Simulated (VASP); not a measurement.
# Os (Im-3m) in VASP: settings compared

The runs below take Os through relaxation of cell and atoms, single point, with PBEsol, RPBE.

Everything below comes from runs of VASP 6.6.1. Logs are shortened: lines on timing, memory, paths and dates and some standing lists are left out, and cuts for length are marked.

## (1) Starting point

The structure is cubic, space group Im-3m (No. 229). Conventional cell: a = 3.037 Å, b = 3.037 Å, c = 3.037 Å, α = 90.00°, β = 90.00°, γ = 90.00°. Around Os (site symmetry m-3m) lie 8 Os at 2.63 Å.

This isn't the form of Os at room conditions, which is hcp.

## (2) Relaxation of cell and atoms, PBEsol

INCAR

```
SYSTEM = Os
ALGO = Fast
EDIFF = 1E-7
EDIFFG = -0.005
ENCUT = 600
GGA = PS
IBRION = 2
ISIF = 3
ISMEAR = 0
LASPH = .True.
LCHARG = .False.
LREAL = .False.
LWAVE = .False.
NELM = 100
NSW = 90
PREC = Accurate
SIGMA = 0.1
```

KPOINTS

```
k-points
0
Gamma
  8 8 8
  0 0 0
```

POSCAR

```
Os
1.0
   -1.5182944900      1.5182944900      1.5182944900
    1.5182944900     -1.5182944900      1.5182944900
    1.5182944900      1.5182944900     -1.5182944900
Os
1
Direct
    0.0000000000      0.0000000000      0.0000000000
```

Potentials or basis: VASP PAW PBE potentials, release 64 (Os).

Run with:

```bash
cat potpaw_PBE.64/Os/POTCAR > POTCAR
mpirun -np 1 vasp_std > vasp.out
```

OUTCAR:

```text
SYSTEM = Os
   EDIFF = 1E-7
   EDIFFG = -0.005
   ENCUT = 600
   GGA = PS
   IBRION = 2
   ISIF = 3
   ISMEAR = 0
   LASPH = .True.
   LREAL = .False.
   NELM = 100
   NSW = 90
   PREC = Accurate

 ion  position               nearest neighbor table
   1  0.000  0.000  0.000-

  LATTYP: Found a body centered cubic cell.
 ALAT       =     3.0365889800

  Lattice vectors:

 A1 = (  -1.5182944900,   1.5182944900,   1.5182944900)
 A2 = (   1.5182944900,  -1.5182944900,   1.5182944900)
 A3 = (   1.5182944900,   1.5182944900,  -1.5182944900)

Analysis of symmetry for initial positions (statically):
=====================================================================
 Subroutine PRICEL returns:
 Original cell was already a primitive cell.

 Routine SETGRP: Setting up the symmetry group for a
 body centered cubic supercell.

 Subroutine GETGRP returns: Found 48 space group operations
 (whereof 48 operations were pure point group operations)
 out of a pool of 48 trial point group operations.

The static configuration has the point symmetry O_h .

Analysis of symmetry for dynamics (positions and initial velocities):
=====================================================================
 Subroutine PRICEL returns:
 Original cell was already a primitive cell.

 Routine SETGRP: Setting up the symmetry group for a
 body centered cubic supercell.

 Subroutine GETGRP returns: Found 48 space group operations
 (whereof 48 operations were pure point group operations)
 out of a pool of 48 trial point group operations.

The dynamic configuration has the point symmetry O_h .

 Subroutine INISYM returns: Found 48 space group operations
 (whereof 48 operations are pure point group operations),
 and found     1 'primitive' translations

----------------------------------------------------------------------------------------

                                     Primitive cell

  volume of cell :      14.0000

  direct lattice vectors                    reciprocal lattice vectors
    -1.518294490  1.518294490  1.518294490     0.000000000  0.329316877  0.329316877
     1.518294490 -1.518294490  1.518294490     0.329316877  0.000000000  0.329316877
     1.518294490  1.518294490 -1.518294490     0.329316877  0.329316877  0.000000000

  length of vectors
     2.629763198  2.629763198  2.629763198     0.465724394  0.465724394  0.465724394

  position of ions in fractional coordinates (direct lattice)
     0.000000000  0.000000000  0.000000000

  ion indices of the primitive-cell ions
   primitive index   ion index
                 1           1

----------------------------------------------------------------------------------------

 KPOINTS: k-points

Automatic generation of k-mesh.
 Grid dimensions read from file:
 generate k-points for:    8    8    8

 Generating k-lattice:

  Cartesian coordinates                     Fractional coordinates (reciprocal lattice)
     0.000000000  0.041164610  0.041164610     0.125000000  0.000000000  0.000000000
     0.041164610  0.000000000  0.041164610     0.000000000  0.125000000  0.000000000
     0.041164610  0.041164610  0.000000000     0.000000000  0.000000000  0.125000000

  Length of vectors
     0.058215549  0.058215549  0.058215549

  Shift w.r.t. Gamma in fractional coordinates (k-lattice)
     0.000000000  0.000000000  0.000000000

 Subroutine IBZKPT returns following result:
 ===========================================

 Found     29 irreducible k-points:

 Following reciprocal coordinates:
            Coordinates               Weight
  0.000000  0.000000  0.000000      1.000000
  0.125000  0.000000  0.000000     12.000000
  0.250000  0.000000  0.000000     12.000000
  0.375000  0.000000  0.000000     12.000000
  0.500000  0.000000  0.000000      6.000000
  0.125000  0.125000  0.000000     24.000000
[... 16 lines left out ...]
 -0.250000  0.250000  0.250000      6.000000
 -0.375000  0.375000  0.250000     24.000000
 [... further k-points ...]
   k-points           NKPTS =     29   k-points in BZ     NKDIM =     29   number of bands    NBANDS=      8
   number of dos      NEDOS =    301   number of ions     NIONS =      1
   total plane-waves  NPLWV =  13824
   dimension x,y,z NGX =    24 NGY =   24 NGZ =   24
   dimension x,y,z NGXF=    48 NGYF=   48 NGZF=   48
   ions per type =               1
   NGX,Y,Z   is equivalent  to a cutoff of  15.17, 15.17, 15.17 a.u.
   NGXF,Y,Z  is equivalent  to a cutoff of  30.34, 30.34, 30.34 a.u.
 SYSTEM =  Os
   PREC   = accura    normal or accurate (medium, high low for compatibility)
   ISTART =      0    job   : 0-new  1-cont  2-samecut
   ICHARG =      2    charge: 1-file 2-atom 10-const
   ISPIN  =      1    spin polarized calculation?
   LNONCOLLINEAR =      F non collinear calculations
   LSORBIT =      F    spin-orbit coupling
   LASPH  =      T    aspherical Exc in radial PAW
   ENCUT  =  600.0 eV  44.10 Ry    6.64 a.u.   5.25  5.25  5.25*2*pi/ulx,y,z
   NELM   =    100;   NELMIN=  2; NELMDL= -5     # of ELM steps
   EDIFF  = 0.1E-06   stopping-criterion for ELM
   LREAL  =      F    real-space projection
   EDIFFG = -.5E-02   stopping-criterion for IOM
   NSW    =     90    number of steps for IOM
   IBRION =      2    ionic relax: 0-MD 1-quasi-New 2-CG
   NFREE  =      1    steps in history (QN), initial steepest desc. (CG)
   ISIF   =      3    stress and relaxation
   ISYM   =      2    0-nonsym 1-usesym 2-fastsym
   POTIM  = 0.5000    time-step for ionic-motion
   TEBEG  =    0.0;   TEEND  =   0.0 temperature during run
   PSTRESS=    0.0 pullay stress
   NELECT =       8.0000    total number of electrons
   NUPDOWN=      -1.0000    fix difference up-down
   EMIN   =  10.00;   EMAX   =-10.00  energy-range for DOS
   EFERMI =   0.00;   METHOD = LEGACY
   ISMEAR =     0;   SIGMA  =   0.10  broadening in eV -4-tet -1-fermi 0-gaus
   EFERMI_NEDOS =   21; number of points for ismear=-14 and -15
   IALGO  =     68    algorithm
   IMIX   =      4    mixing-type and parameters
     AMIX     =   0.40;   BMIX     =  1.00
     AMIX_MAG =   1.60;   BMIX_MAG =  1.00
  volume/ion in A,a.u.               =      14.00        94.48
  Fermi-wavevector in a.u.,A,eV,Ry     =   1.358508  2.567208 25.110144  1.845544
  Thomas-Fermi vector in A             =   2.485335
   LORBIT       =      0    0 simple, 1 ext, 2 COOP (PROOUT), +10 PAW based schemes
   GGA     = PS    functional components
   LHFCALC =     F    Hartree Fock is set to
   AEXX    =    0.0000 exact exchange contribution
   IVDW    =     0    specifies the selected vdW correction
   LEPSILON=     F    determine dielectric tensor
   LRPA    =     F    only Hartree local field effects (RPA)
 conjugate gradient relaxation of ions
 non-spin polarized calculation
 RMM-DIIS sequential band-by-band and
 Gauss-broadening in eV      SIGMA  =   0.10
  energy-cutoff  :      600.00
  volume of cell :       14.00
 maximum number of plane-waves:       484
 NGX is ok and might be reduce to    24
   NGX = 11   NGY = 11   NGZ = 11

--------------------------------------- Ionic step        1  -------------------------------------------

 number of electron       8.0000000 magnetization

 Free energy of the ion-electron system (eV)
  ---------------------------------------------------
  ext. energy  EPLUGINS =         0.00000000
  ---------------------------------------------------
  free energy    TOTEN  =       -11.32230739 eV

  energy without entropy =      -11.31534917  energy(sigma->0) =      -11.31882828

------------------------ aborting loop because EDIFF is reached ----------------------------------------

  FORCE on cell =-STRESS in cart. coord.  units (eV):
  Direction    XX          YY          ZZ          XY          YZ          ZX
  --------------------------------------------------------------------------------------
  -------------------------------------------------------------------------------------
  Total        0.9543970      0.9543970      0.9543970      0.0000000     -0.0000000      0.0000000
  in kB      109.2223692    109.2223692    109.2223692      0.0000000     -0.0000000      0.0000000
  external PRESSURE =     109.2223692 kB  Pullay stress =       0.0000000 kB
[... 90 lines left out ...]
  energy  without entropy=      -11.3271605378  energy(sigma->0) =      -11.33084338

--------------------------------------- Ionic step        4  -------------------------------------------

 number of electron       8.0000000 magnetization

 Free energy of the ion-electron system (eV)
  ---------------------------------------------------
  ext. energy  EPLUGINS =         0.00000000
  ---------------------------------------------------
  free energy    TOTEN  =       -11.33455736 eV

  energy without entropy =      -11.32721098  energy(sigma->0) =      -11.33088417

 E-fermi :   9.2423     XC(G=0): -13.9882

 val. band max:        9.1442026271   @ k =   0.1250   0.0000   0.0000
 cond. band min:       9.2744615497   @ k =  -0.3750   0.5000   0.2500
 fundamental gap:      0.1302589226
 Fermi energy:         9.2422661427

 k-point     1 :       0.0000    0.0000    0.0000
  band No.  band energies     occupation
      1      -1.8451      2.00000
      2       5.7956      2.00000
      3       5.7956      2.00000
      4       5.7956      2.00000
      5       9.1145      1.92919
      6       9.1145      1.92918
      7      25.4231      0.00000
      8      25.4231      0.00000
[... 243 lines left out ...]
 k-point    24 :      -0.3750    0.3750    0.2500
  band No.  band energies     occupation
      1       3.0821      2.00000
      2       3.7537      2.00000
      3       6.6555      2.00000
      4       7.4946      2.00000
      5      10.4660      0.00000
      6      11.9043      0.00000
      7      21.8917      0.00000
      8      24.6704      0.00000

 [... further k-points ...]
[... 5 lines left out ...]
  --------------------------------------------------------------------------------------
  -------------------------------------------------------------------------------------
  Total       -0.0005975     -0.0005975     -0.0005975     -0.0000000      0.0000000      0.0000000
  in kB       -0.0666234     -0.0666234     -0.0666234     -0.0000000      0.0000000      0.0000000
  external PRESSURE =      -0.0666234 kB  Pullay stress =       0.0000000 kB
[... 16 lines left out ...]
  FREE ENERGIE OF THE ION-ELECTRON SYSTEM (eV)
  ---------------------------------------------------
  free  energy   TOTEN  =       -11.3345573582 eV

  energy  without entropy=      -11.3272109815  energy(sigma->0) =      -11.33088417

 reached required accuracy - stopping structural energy minimisation
```

Wall time 9.5 s (1 thread of Intel Xeon 6975P-C (Granite Rapids), shared host); peak memory 0.15 GiB.

What came out:

| Item | Value |
| --- | --- |
| Free energy | -11.3346 eV |
| Relaxed volume | 14.37 Å³/atom |
| Relaxed cell | a = 2.653 Å, b = 2.653 Å, c = 2.653 Å, α = 109.47°, β = 109.47°, γ = 109.47° |
| Space group after relaxing (to 0.05 Å) | Im-3m (No. 229) |
| Energy gained by relaxing | 12.2 meV/atom |
| Ionic steps | 4 |
| Pressure after relaxing | 0.0 GPa |
| Band gap on the k mesh | none (metal or under the smearing width) |

Step by step:
```csv
step,energy change (eV),largest force (eV/Å),pressure (GPa),volume (Å³)
1,0.0000,0.0000,10.92,14.00
2,0.1769,0.0000,-32.81,16.02
3,-0.0122,0.0000,-0.52,14.39
4,-0.0122,0.0000,-0.01,14.37
```

Final structure:
```
Os
1.0
    -1.53155    1.53155    1.53155
     1.53155   -1.53155    1.53155
     1.53155    1.53155   -1.53155
Os
1
Cartesian
  0.0000 0.0000 0.0000
```

Caveat: the k mesh is coarse (spacing up to 0.37 Å⁻¹), so the values aren't converged; the PAW data sets were made with another functional, which shifts forces and pressure a little.

## (3) Single point, PBEsol

INCAR

```
SYSTEM = Os
ALGO = Fast
EDIFF = 1E-6
ENCUT = 520
GGA = PS
ISIF = 2
ISMEAR = 0
LASPH = .True.
LCHARG = .True.
LELF = .True.
LREAL = .False.
LVHAR = .True.
LWAVE = .False.
NBANDS = 10
NELM = 100
PREC = Accurate
SIGMA = 0.1
```

KPOINTS

```
k-points
0
Gamma
  20 20 20
  0 0 0
```

POSCAR is that of step 2.

Potentials or basis: VASP PAW PBE potentials, release 64 (Os).

Run with:

```bash
cat potpaw_PBE.64/Os/POTCAR > POTCAR
mpirun -np 1 vasp_std > vasp.out
```

Wall time 18 s (1 thread of Intel Xeon 6975P-C (Granite Rapids), shared host); peak memory 0.15 GiB.

The run converged. Its results:

| Property | Result |
| --- | --- |
| Free energy | -11.3064 eV |
| Pressure | 11.2 GPa |
| Band gap on the k mesh | none (metal or under the smearing width) |

Levels at points of the mesh, in eV from the Fermi level:
```tsv
k point	band 1	band 2	band 3	band 4	band 5	band 6	band 7	band 8	band 9
(0.00, 0.00, 0.00)	-11.25	-3.49	-3.49	-3.49	-0.07	-0.07	16.28	16.28	16.28
(0.50, 0.00, 0.00)	-8.07	-5.66	-0.22	-0.19	0.63	3.48	9.44	12.51	17.48
(0.50, 0.50, 0.50)	-7.70	-7.70	2.60	2.60	2.60	8.06	8.06	8.06	15.95
```

Caveat: the PAW data sets were made with another functional, which shifts forces and pressure a little. The run has no spin-orbit coupling, so splittings on Os are missing.

## (4) Relaxation of cell and atoms, PBEsol

INCAR

```
SYSTEM = Os
ALGO = Fast
EDIFF = 1E-7
EDIFFG = -0.005
ENCUT = 580
GGA = PS
IBRION = 2
ISIF = 3
ISMEAR = 0
LASPH = .True.
LCHARG = .False.
LREAL = .False.
LWAVE = .False.
NELM = 100
NSW = 90
PREC = Accurate
SIGMA = 0.1
```

KPOINTS is that of step 3.

POSCAR is that of step 3.

Run with:

```bash
cat potpaw_PBE.64/Os/POTCAR > POTCAR
mpirun -np 1 vasp_std > vasp.out
```

Run time: 43 s. Hardware: 1 thread of Intel Xeon 6975P-C (Granite Rapids), shared host; peak memory 0.18 GiB.

It converged, with:

| Property | Result |
| --- | --- |
| Free energy | -11.3194 eV |
| Relaxed volume | 14.38 Å³/atom |
| Relaxed cell | a = 2.653 Å, b = 2.653 Å, c = 2.653 Å, α = 109.47°, β = 109.47°, γ = 109.47° |
| Space group after relaxing (to 0.05 Å) | Im-3m (No. 229) |
| Energy gained by relaxing | 12.9 meV/atom |
| Ionic steps | 4 |
| Pressure after relaxing | 0.0 GPa |
| Band gap on the k mesh | none (metal or under the smearing width) |

Step by step:
```csv
step,energy change (eV),largest force (eV/Å),pressure (GPa),volume (Å³)
1,0.0000,0.0000,11.22,14.00
2,0.1865,0.0000,-33.45,16.08
3,-0.0128,0.0000,-0.54,14.40
4,-0.0129,0.0000,-0.02,14.38
```

Final structure:
```xyz
1
Lattice="-1.5319 1.5319 1.5319 1.5319 -1.5319 1.5319 1.5319 1.5319 -1.5319" Properties=species:S:1:pos:R:3 pbc="T T T"
Os    0.0000    0.0000    0.0000
```

Levels at points of the mesh, in eV from the Fermi level:
| k point | band 1 | band 2 | band 3 | band 4 | band 5 | band 6 | band 7 | band 8 |
| --- | --- | --- | --- | --- | --- | --- | --- | --- |
| (0.00, 0.00, 0.00) | -11.00 | -3.36 | -3.36 | -3.36 | -0.06 | -0.06 | 16.26 | 16.26 |
| (0.50, 0.00, 0.00) | -7.80 | -5.45 | -0.22 | -0.19 | 0.60 | 3.33 | 9.08 | 12.48 |
| (0.50, 0.50, 0.50) | -7.40 | -7.40 | 2.48 | 2.48 | 2.48 | 7.92 | 7.92 | 7.92 |

Caveat: the PAW data sets were made with another functional, which shifts forces and pressure a little.

(Continued in part 2 of 2.)
